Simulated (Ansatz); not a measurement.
# I (Im-3m) in Ansatz: equation of state

How stiff is I in PBE, and what volume does it want? The cell is scaled to several volumes.

Everything below comes from runs of Ansatz 0.2.0. Logs are shortened: lines on timing, memory, paths and dates and some standing lists are left out, and cuts for length are marked.

## 1. Starting point

It takes space group Im-3m (No. 229, cubic). Conventional cell: a = 4.179 Å, b = 4.179 Å, c = 4.179 Å, α = 90.00°, β = 90.00°, γ = 90.00°. I (site symmetry m-3m) has 8 I at 3.62 Å as nearest neighbours.

The real solid is made of molecules; this cell is a model form.

## 2. Single point, PBE, 34.30 Å³/atom (volume scaled by 0.94)

The input, input.yaml:

```yaml
crystal:
  lattice:
    - [-2.0467231592, 2.0467231592, 2.0467231592]
    - [2.0467231592, -2.0467231592, 2.0467231592]
    - [2.0467231592, 2.0467231592, -2.0467231592]
  atoms:
    - { symbol: I, position: [0.0, 0.0, 0.0] }
hamiltonian:
  xc: pbe
  pseudopotentials: { kind: paw }
kpoints:
  mp_grid: { grid: [9, 9, 9] }
scf:
  occupations: { method: fermi_dirac, width: 0.05 }
output:
  forces: true
  stress: true
  eigenvalues: true
```

Potentials or basis: Ansatz PAW.

Run with:

```sh
$ ansatz run input.yaml --threads 2 --pin off --max-ram 5120MiB --backend cpu --events-out ev --progress --plain --runs-dir out
```

Standard output:

```text
Warning: RAYON_NUM_THREADS=2 ignored (pool sized by the plan → 2); use --threads N
Engine: ansatz 0.2.0, x86_64-unknown-linux-gnu
Pseudopotentials: kind: paw
Pseudopotential: I, paw, valence charge 17, recommended cutoff 420 eV (normal), I.paw.azcp
Functional definition: PBE
  parameter kappa = 0.804
  parameter beta = 0.06672455060314922
  exchange = pbe_x(kappa = kappa, mu = beta*pi^2/3)
  correlation = pbe_c(beta = beta)
Crystal: 1 atoms, lattice volume = 34.296 Å³
Basis set: ecut = 420 eV, 675 PW (Γ), exchange–correlation on 48×48×48 points (8 copies of the dense FFT grid, shifted against one another)
Bands: 13, of which v1, the nominal top of the filled ones, is band 9 counted from 1 (8 counted from 0)
Symmetry: 48 space group operations
Space group: Im-3m (ITA 229), of the structure as read, at distance tolerance 3.2e-5 Å
k-points: 35 of 729
Non-local potential: I, projectors of the file, l = 0: 2, l = 1: 2, l = 2: 2, l = 3: 2
PAW form: soft (Blöchl's): semilocal exchange-correlation on the pseudo side does not see the compensation charge
PAW one-centre angular grid: I, 590 points (default); XC on 64 Gauss nodes
Initial density: superposition of atomic densities (neutral atoms: chi_scale 0, normalization atom), corrected by the library's trained network
Initial wavefunctions: pseudopotential atomic-orbital guess
Functional: x = pbe(κ = 0.804, μ = 0.2195149727645171), c = pbe(β = 0.06672455060314922)
SCF iter   1: F=—  HF=-7512.432433 eV  |F-HF|=—  |Δ(HF+E_count)|=         —  Δρ=1.01e-3  dr2=4.73e-4  ethr=1.77e-3  ⟨swp⟩=6.1  Hψ=3016  notcnv=0
preconditioner: auto → Kerker (q_TF=auto, 2.427 Å⁻¹)  [metal: Δε(μ)=0.063 eV  Ē_g=13.516 eV  σ=0.050 eV  W_gap=0.29  n_scr=12 (ndim 8)  ℏωp=16.8 eV  f_vac=0.000  D(μ)=2.35/eV (n_scr^D=18)]
SCF iter   2: F=—  HF=-7512.432402 eV  |F-HF|=—  |Δ(HF+E_count)|=   3.09e-5  Δρ=4.62e-4  dr2=4.07e-5  ethr=2.78e-6  ⟨swp⟩=2.0  Hψ=1008  notcnv=0
SCF iter   3: F=—  HF=-7512.432424 eV  |F-HF|=—  |Δ(HF+E_count)|=   2.24e-5  Δρ=2.77e-4  dr2=1.88e-5  ethr=2.39e-7  ⟨swp⟩=2.2  Hψ=725  notcnv=0
SCF iter   4: F=—  HF=-7512.432450 eV  |F-HF|=—  |Δ(HF+E_count)|=   2.58e-5  Δρ=8.74e-5  dr2=3.82e-6  ethr=1.11e-7  ⟨swp⟩=2.0  Hψ=753  notcnv=0
SCF iter   5: F=—  HF=-7512.432449 eV  |F-HF|=—  |Δ(HF+E_count)|=   9.87e-7  Δρ=3.78e-5  dr2=7.71e-7  ethr=2.24e-8  ⟨swp⟩=3.0  Hψ=761  notcnv=0
SCF iter   6: F=-7512.432449 eV  HF=-7512.432449 eV  |F-HF|=4.08e-8  |Δ(HF+E_count)|=   1.65e-7  Δρ=9.67e-6  dr2=5.42e-8  ethr=5.88e-10  ⟨swp⟩=3.9  Hψ=2356  notcnv=0
SCF 1 converged in 6 iterations: F = -7512.432449 eV  dr2 = 5.42e-8
SCF converged after 6 iterations
Free energy (F): -7512.432449 eV
Harris-Foulkes:  -7512.432449 eV  (|F-HF|=4.08e-8)
Internal energy: -7512.413757 eV  (E = F + TS)
E sigma→0 (E₀):  -7512.423103 eV
Entropy (-TS):   -0.018692 eV (-18.692 meV/atom)
Fermi energy:    7.771346 eV
--- Per-component energies (eV) ---
  E_band       = -352.055900
  E_kinetic    = 188.514098
  E_local      = -1726.402028  (includes V_loc(G=0)·N_el)
  E_nonlocal   = -92.401073
  E_hartree    = 909.576322
  E_xc         = -127.784297
  E_vxc        = -128.188988  (∫ρ·V_xc dr)
  E_paw        = -4814.049929  (= ΣΔE_a)
  E_vpaw       = -412.718062  (= ΣTr[D̂ρ^β])
  E_aug_tail   = -0.000028  (compensation charges beyond the density's cutoff)
  E_ewald      = -1849.866821
  E_smearing   = -0.018692  (= −TS)
  E_closure    = -0.000000  (closes the sum)
  Σ components = -7512.432449   (vs F -7512.432449, Δ=0.00e0)
--- Forces (eV/Å), atoms counted from 1 ---
  atom   1  I     -0.00000000     0.00000000    -0.00000000
  max |Σ_I F_I| component: 2.88e-32 eV/Å
--- Stress (GPa, compression-positive) ---
        1.456849      -0.000000      -0.000000
       -0.000000       1.456849      -0.000000
       -0.000000       0.000000       1.456849
  P = ⅓ Tr σ = 1.4568 GPa (14.568 kbar)
--- Band table (eV; the first three rows and the last of 35) ---
  k-point 0: bands = ["-37.1398", "-37.1398", "-37.1398", "-37.1369", "-37.1369", "-5.8927", "8.6849", "8.6849", "8.6849", "14.9598", "17.7134", "17.7134", "17.7134"]
  k-point 1: bands = ["-37.1399", "-37.1393", "-37.1386", "-37.1371", "-37.1370", "-5.7493", "7.7580", "8.4167", "8.6443", "15.6061", "17.0357", "17.3245", "18.3720"]
  k-point 2: bands = ["-37.1402", "-37.1385", "-37.1372", "-37.1372", "-37.1358", "-5.3490", "5.9551", "7.8348", "8.5378", "15.0346", "16.0542", "18.2001", "19.0832"]
  k-point 34: bands = ["-37.1411", "-37.1409", "-37.1312", "-37.1312", "-37.1312", "-3.3337", "4.9137", "5.0933", "5.0933", "12.1775", "12.5395", "22.8234", "22.8234"]
```

Wall time 2.9 s (2 threads of Intel Xeon at 2.50GHz (Skylake/Cascade Lake), shared host); peak memory 0.3 GiB.

Results:

| Item | Value |
| --- | --- |
| Free energy | -7512.4324 eV |
| Pressure | 1.5 GPa |
| Band gap on the k mesh | none (metal or under the smearing width) |

Caveat: an odd number of electrons without spin polarisation forces a metal; a magnetic or distorted state may lie lower.

## 3. Single point, PBE, 35.03 Å³/atom (volume scaled by 0.96)

The input, input.yaml:

```yaml
crystal:
  lattice:
    - [-2.0611371774, 2.0611371774, 2.0611371774]
    - [2.0611371774, -2.0611371774, 2.0611371774]
    - [2.0611371774, 2.0611371774, -2.0611371774]
  atoms:
    - { symbol: I, position: [0.0, 0.0, 0.0] }
hamiltonian:
  xc: pbe
  pseudopotentials: { kind: paw }
kpoints:
  mp_grid: { grid: [9, 9, 9] }
scf:
  occupations: { method: fermi_dirac, width: 0.05 }
output:
  forces: true
  stress: true
  eigenvalues: true
  write_density: true
  write_potential: true
  elf: true
  volumetric_format: npy
```

Potentials or basis: Ansatz PAW.

Run with:

```sh
$ ansatz run input.yaml --threads 2 --pin off --max-ram 5120MiB --backend cpu --events-out ev --progress --plain --runs-dir out
```

It took 2.5 s on 2 threads of Intel Xeon at 2.50GHz (Skylake/Cascade Lake), shared host; peak memory 0.31 GiB.

The run converged. Its results:

- Free energy: -7512.4377 eV
- Pressure: 0.8 GPa
- Band gap on the k mesh: none (metal or under the smearing width)

Caveat: an odd number of electrons without spin polarisation forces a metal; a magnetic or distorted state may lie lower.

## 4. Single point, PBE, 35.75 Å³/atom (volume scaled by 0.98)

The input, input.yaml:

```yaml
crystal:
  lattice:
    - [-2.0753523658, 2.0753523658, 2.0753523658]
    - [2.0753523658, -2.0753523658, 2.0753523658]
    - [2.0753523658, 2.0753523658, -2.0753523658]
  atoms:
    - { symbol: I, position: [0.0, 0.0, 0.0] }
hamiltonian:
  xc: pbe
  pseudopotentials: { kind: paw }
kpoints:
  mp_grid: { grid: [9, 9, 9] }
scf:
  occupations: { method: fermi_dirac, width: 0.05 }
output:
  forces: true
  stress: true
  eigenvalues: true
```

Run with:

```sh
$ ansatz run input.yaml --threads 2 --pin off --max-ram 5120MiB --backend cpu --events-out ev --progress --plain --runs-dir out
```

Run time: 2 s. Hardware: 2 threads of Intel Xeon at 2.50GHz (Skylake/Cascade Lake), shared host; peak memory 0.3 GiB.

Results (log left out):

```
Free energy            : -7512.4403 eV
Pressure               : 0.3 GPa
Band gap on the k mesh : none (metal or under the smearing width)
```

Caveat: an odd number of electrons without spin polarisation forces a metal; a magnetic or distorted state may lie lower.

## 5. Single point, PBE, 36.48 Å³/atom

The input, input.yaml:

```yaml
crystal:
  lattice:
    - [-2.0893754423, 2.0893754423, 2.0893754423]
    - [2.0893754423, -2.0893754423, 2.0893754423]
    - [2.0893754423, 2.0893754423, -2.0893754423]
  atoms:
    - { symbol: I, position: [0.0, 0.0, 0.0] }
hamiltonian:
  xc: pbe
  pseudopotentials: { kind: paw }
kpoints:
  mp_grid: { grid: [9, 9, 9] }
scf:
  occupations: { method: fermi_dirac, width: 0.05 }
output:
  forces: true
  stress: true
  eigenvalues: true
  write_density: true
  write_potential: true
  elf: true
  volumetric_format: npy
```

Run with:

```sh
$ ansatz run input.yaml --threads 2 --pin off --max-ram 5120MiB --backend cpu --events-out ev --progress --plain --runs-dir out
```

Run time: 2.8 s. Hardware: 2 threads of Intel Xeon at 2.50GHz (Skylake/Cascade Lake), shared host; peak memory 0.31 GiB.

The run converged. Its results:

```
Free energy            : -7512.4406 eV
Pressure               : -0.2 GPa
Band gap on the k mesh : none (metal or under the smearing width)
```

Caveat: an odd number of electrons without spin polarisation forces a metal; a magnetic or distorted state may lie lower.

## 6. Single point, PBE, 37.21 Å³/atom (volume scaled by 1.02)

The input, input.yaml:

```yaml
crystal:
  lattice:
    - [-2.103212769, 2.103212769, 2.103212769]
    - [2.103212769, -2.103212769, 2.103212769]
    - [2.103212769, 2.103212769, -2.103212769]
  atoms:
    - { symbol: I, position: [0.0, 0.0, 0.0] }
hamiltonian:
  xc: pbe
  pseudopotentials: { kind: paw }
kpoints:
  mp_grid: { grid: [9, 9, 9] }
scf:
  occupations: { method: fermi_dirac, width: 0.05 }
output:
  forces: true
  stress: true
  eigenvalues: true
```

Potentials or basis: Ansatz PAW.

Run with:

```sh
$ ansatz run input.yaml --threads 2 --pin off --max-ram 5120MiB --backend cpu --events-out ev --progress --plain --runs-dir out
```

Standard output:

```text
Warning: RAYON_NUM_THREADS=2 ignored (pool sized by the plan → 2); use --threads N
Engine: ansatz 0.2.0, x86_64-unknown-linux-gnu
Pseudopotentials: kind: paw
Pseudopotential: I, paw, valence charge 17, recommended cutoff 420 eV (normal), I.paw.azcp
Functional definition: PBE
  parameter kappa = 0.804
  parameter beta = 0.06672455060314922
  exchange = pbe_x(kappa = kappa, mu = beta*pi^2/3)
  correlation = pbe_c(beta = beta)
Crystal: 1 atoms, lattice volume = 37.214 Å³
Basis set: ecut = 420 eV, 683 PW (Γ), exchange–correlation on 50×50×50 points (8 copies of the dense FFT grid, shifted against one another)
Bands: 13, of which v1, the nominal top of the filled ones, is band 9 counted from 1 (8 counted from 0)
Symmetry: 48 space group operations
Space group: Im-3m (ITA 229), of the structure as read, at distance tolerance 3.3e-5 Å
k-points: 35 of 729
Non-local potential: I, projectors of the file, l = 0: 2, l = 1: 2, l = 2: 2, l = 3: 2
PAW form: soft (Blöchl's): semilocal exchange-correlation on the pseudo side does not see the compensation charge
PAW one-centre angular grid: I, 590 points (default); XC on 64 Gauss nodes
Initial density: superposition of atomic densities (neutral atoms: chi_scale 0, normalization atom), corrected by the library's trained network
Initial wavefunctions: pseudopotential atomic-orbital guess
Functional: x = pbe(κ = 0.804, μ = 0.2195149727645171), c = pbe(β = 0.06672455060314922)
SCF iter   1: F=—  HF=-7512.438991 eV  |F-HF|=—  |Δ(HF+E_count)|=         —  Δρ=9.60e-4  dr2=4.69e-4  ethr=1.77e-3  ⟨swp⟩=6.1  Hψ=3022  notcnv=0
preconditioner: auto → Kerker (q_TF=auto, 2.394 Å⁻¹)  [metal: Δε(μ)=0.012 eV  Ē_g=13.176 eV  σ=0.050 eV  W_gap=0.06  n_scr=12 (ndim 8)  ℏωp=16.1 eV  f_vac=0.000  D(μ)=2.52/eV (n_scr^D=18)]
SCF iter   2: F=—  HF=-7512.438866 eV  |F-HF|=—  |Δ(HF+E_count)|=   1.25e-4  Δρ=3.69e-4  dr2=2.79e-5  ethr=2.76e-6  ⟨swp⟩=2.7  Hψ=1026  notcnv=0
SCF iter   3: F=—  HF=-7512.438920 eV  |F-HF|=—  |Δ(HF+E_count)|=   5.43e-5  Δρ=1.97e-4  dr2=1.09e-5  ethr=1.64e-7  ⟨swp⟩=3.0  Hψ=773  notcnv=0
SCF iter   4: F=—  HF=-7512.438939 eV  |F-HF|=—  |Δ(HF+E_count)|=   1.87e-5  Δρ=5.56e-5  dr2=1.78e-6  ethr=6.43e-8  ⟨swp⟩=2.0  Hψ=578  notcnv=0
SCF iter   5: F=—  HF=-7512.438939 eV  |F-HF|=—  |Δ(HF+E_count)|=   2.78e-7  Δρ=2.20e-5  dr2=3.30e-7  ethr=1.05e-8  ⟨swp⟩=2.0  Hψ=578  notcnv=0
SCF iter   6: F=-7512.438939 eV  HF=-7512.438939 eV  |F-HF|=2.48e-8  |Δ(HF+E_count)|=   6.41e-8  Δρ=9.06e-6  dr2=6.00e-8  ethr=5.88e-10  ⟨swp⟩=6.5  Hψ=2042  notcnv=0
SCF 1 converged in 6 iterations: F = -7512.438939 eV  dr2 = 6.00e-8
SCF converged after 6 iterations
Free energy (F): -7512.438939 eV
Harris-Foulkes:  -7512.438939 eV  (|F-HF|=2.48e-8)
Internal energy: -7512.418883 eV  (E = F + TS)
E sigma→0 (E₀):  -7512.428911 eV
Entropy (-TS):   -0.020056 eV (-20.056 meV/atom)
Fermi energy:    6.525809 eV
--- Per-component energies (eV) ---
  E_band       = -369.622419
  E_kinetic    = 187.805857
  E_local      = -1807.782391  (includes V_loc(G=0)·N_el)
  E_nonlocal   = -92.392784
  E_hartree    = 941.591390
  E_xc         = -127.355728
  E_vxc        = -127.597601  (∫ρ·V_xc dr)
  E_paw        = -4814.103468  (= ΣΔE_a)
  E_vpaw       = -412.826674  (= ΣTr[D̂ρ^β])
  E_aug_tail   = 0.000002  (compensation charges beyond the density's cutoff)
  E_ewald      = -1800.181760
  E_smearing   = -0.020056  (= −TS)
  E_closure    = -0.000000  (closes the sum)
  Σ components = -7512.438939   (vs F -7512.438939, Δ=0.00e0)
--- Forces (eV/Å), atoms counted from 1 ---
  atom   1  I     -0.00000000    -0.00000000    -0.00000000
  max |Σ_I F_I| component: 2.30e-31 eV/Å
--- Stress (GPa, compression-positive) ---
       -0.569824      -0.000000       0.000000
       -0.000000      -0.569824      -0.000000
       -0.000000       0.000000      -0.569824
  P = ⅓ Tr σ = -0.5698 GPa (-5.698 kbar)
--- Band table (eV; the first three rows and the last of 35) ---
  k-point 0: bands = ["-38.2039", "-38.2039", "-38.2039", "-38.2026", "-38.2026", "-6.6316", "7.2922", "7.2922", "7.2922", "13.2784", "16.4489", "16.4489", "16.4489"]
  k-point 1: bands = ["-38.2040", "-38.2036", "-38.2032", "-38.2027", "-38.2027", "-6.5093", "6.4788", "7.0668", "7.2603", "13.9324", "15.8428", "16.0619", "17.0471"]
  k-point 2: bands = ["-38.2043", "-38.2033", "-38.2028", "-38.2025", "-38.2012", "-6.1715", "4.8878", "6.5686", "7.1768", "13.7833", "14.9315", "16.5890", "17.8644"]
  k-point 34: bands = ["-38.2054", "-38.2053", "-38.1981", "-38.1981", "-38.1981", "-4.5385", "4.0113", "4.1697", "4.1697", "11.3164", "11.6336", "21.1572", "21.1572"]
```

It took 2.4 s on 2 threads of Intel Xeon at 2.50GHz (Skylake/Cascade Lake), shared host; peak memory 0.3 GiB.

Results:

```yaml
Free_energy: -7512.4389 eV
Pressure: -0.6 GPa
Band_gap_on_the_k_mesh: none (metal or under the smearing width)
```

Caveat: an odd number of electrons without spin polarisation forces a metal; a magnetic or distorted state may lie lower.

## 7. Single point, PBE, 37.94 Å³/atom (volume scaled by 1.04)

The input, input.yaml:

```yaml
crystal:
  lattice:
    - [-2.1168703775, 2.1168703775, 2.1168703775]
    - [2.1168703775, -2.1168703775, 2.1168703775]
    - [2.1168703775, 2.1168703775, -2.1168703775]
  atoms:
    - { symbol: I, position: [0.0, 0.0, 0.0] }
hamiltonian:
  xc: pbe
  pseudopotentials: { kind: paw }
kpoints:
  mp_grid: { grid: [9, 9, 9] }
scf:
  occupations: { method: fermi_dirac, width: 0.05 }
output:
  forces: true
  stress: true
  eigenvalues: true
  write_density: true
  write_potential: true
  elf: true
  volumetric_format: npy
```

Run with:

```sh
$ ansatz run input.yaml --threads 2 --pin off --max-ram 5120MiB --backend cpu --events-out ev --progress --plain --runs-dir out
```

Wall time 2.6 s (2 threads of Intel Xeon at 2.50GHz (Skylake/Cascade Lake), shared host); peak memory 0.31 GiB.

The run converged. Its results:

| Property | Result |
| --- | --- |
| Free energy | -7512.4355 eV |
| Pressure | -0.9 GPa |
| Band gap on the k mesh | none (metal or under the smearing width) |

Caveat: an odd number of electrons without spin polarisation forces a metal; a magnetic or distorted state may lie lower.

## 8. Single point, PBE, 38.67 Å³/atom (volume scaled by 1.06)

The input, input.yaml:

```yaml
crystal:
  lattice:
    - [-2.1303539918, 2.1303539918, 2.1303539918]
    - [2.1303539918, -2.1303539918, 2.1303539918]
    - [2.1303539918, 2.1303539918, -2.1303539918]
  atoms:
    - { symbol: I, position: [0.0, 0.0, 0.0] }
hamiltonian:
  xc: pbe
  pseudopotentials: { kind: paw }
kpoints:
  mp_grid: { grid: [9, 9, 9] }
scf:
  occupations: { method: fermi_dirac, width: 0.05 }
output:
  forces: true
  stress: true
  eigenvalues: true
```

Run with:

```sh
$ ansatz run input.yaml --threads 2 --pin off --max-ram 5120MiB --backend cpu --events-out ev --progress --plain --runs-dir out
```

Run time: 2.2 s. Hardware: 2 threads of Intel Xeon at 2.50GHz (Skylake/Cascade Lake), shared host; peak memory 0.31 GiB.

It converged, with:

- Free energy: -7512.4305 eV
- Pressure: -1.2 GPa
- Band gap on the k mesh: none (metal or under the smearing width)

Caveat: an odd number of electrons without spin polarisation forces a metal; a magnetic or distorted state may lie lower.

## 9. Equation of state, PBE

Potentials or basis: Ansatz PAW.

No new run: the results of the series are fitted here.

Results:

| Quantity | Value |
| --- | --- |
| Equilibrium volume | 36.23 Å³/atom |
| Bulk modulus | 23 GPa |
| Pressure derivative of the bulk modulus | 5.6 |

Energy against volume, from the lowest point:
| volume (Å³/atom) | energy (meV/atom) |
| --- | --- |
| 34.296 | 8.17 |
| 35.025 | 2.94 |
| 35.755 | 0.32 |
| 36.485 | 0.00 |
| 37.214 | 1.68 |
| 37.944 | 5.11 |
| 38.674 | 10.07 |
